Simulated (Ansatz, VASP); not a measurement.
Al in VASP and in Ansatz

```xyz
2
Lattice="2.7758 0.0000 0.0000 -1.3879 2.4039 0.0000 0.0000 0.0000 4.6785" Properties=species:S:1:pos:R:3 pbc="T T T"
Al    1.3879    0.8013    3.5089
Al    0.0000    1.6026    1.1696
```

Change from the starting cell: biaxial strain in the a-b plane, c and atoms relaxed: -1.0 %.

Alike in both runs: functional PBE; dispersion D3(BJ); k mesh 24 × 24 × 12; occupations gaussian, width 0.1 eV; no spin polarisation.

Ansatz relaxed the structure, and its values are those at the end. VASP's run is a single point on that final structure, the one shown.

```csv
,VASP,Ansatz
version,VASP 6.6.1,Ansatz 0.2.0
potentials or method,"VASP PAW PBE potentials, release 64 (Al)","scalar-relativistic, plane waves, PAW"
plane-wave cutoff (eV),520,420
valence electrons in the cell,6,6
```

```csv
,VASP,Ansatz,Ansatz less VASP
gap on the k mesh at the Fermi level (eV),none,none,-
pressure (GPa),1.8,1.8,+0.03
```

A gap of «none» marks a metal or a gap that the smearing closes.

Caveats: pairwise dispersion overbinds metals, which lowers pressure and volume.
